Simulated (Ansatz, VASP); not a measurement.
# Two plane-wave programs on TiCo

```
Ti Co
1.0
     2.98559    0.00000    0.00000
     0.00000    2.98559    0.00000
     0.00000    0.00000    2.98559
Ti Co
1 1
Cartesian
  0.0000 0.0000 0.0000
  1.4928 1.4928 1.4928
```

Alike in both runs: functional PBE; k mesh 14 × 14 × 14; occupations gaussian, width 0.1 eV; collinear spin.

Ansatz relaxed the structure, and its values are those at the end. VASP's run is a single point on that final structure, the one shown.

|  | VASP | Ansatz |
| --- | --- | --- |
| version | VASP 6.6.1 | Ansatz 0.2.0 |
| potentials or method | VASP PAW PBE potentials, release 64 (Ti_sv, Co) | scalar-relativistic, plane waves, PAW |
| plane-wave cutoff (eV) | 520 | 420 |
| valence electrons in the cell | 21 | 29 |

Ansatz gave:

| Item | Value |
| --- | --- |
| gap on the k mesh at the Fermi level (eV) | none |
| pressure (GPa) | 0.0 |
| net moment per atom (μB) | 0.44 |
| size of the moment on the site where the two differ most (μB) | 0.99 |

Task: Which values does VASP return?

Result: gap on the k mesh at the Fermi level (eV): none; pressure (GPa): -0.4; net moment per atom (μB): 0.44; size of the moment on the site where the two differ most (μB): 0.95.

Site moments also hang on the region over which each program counts them. A gap of «none» marks a metal or a gap that the smearing closes. The functional is the same, so the differences come from potentials, cutoffs and numerics. The two sets of potentials don't hold the same shells in valence.
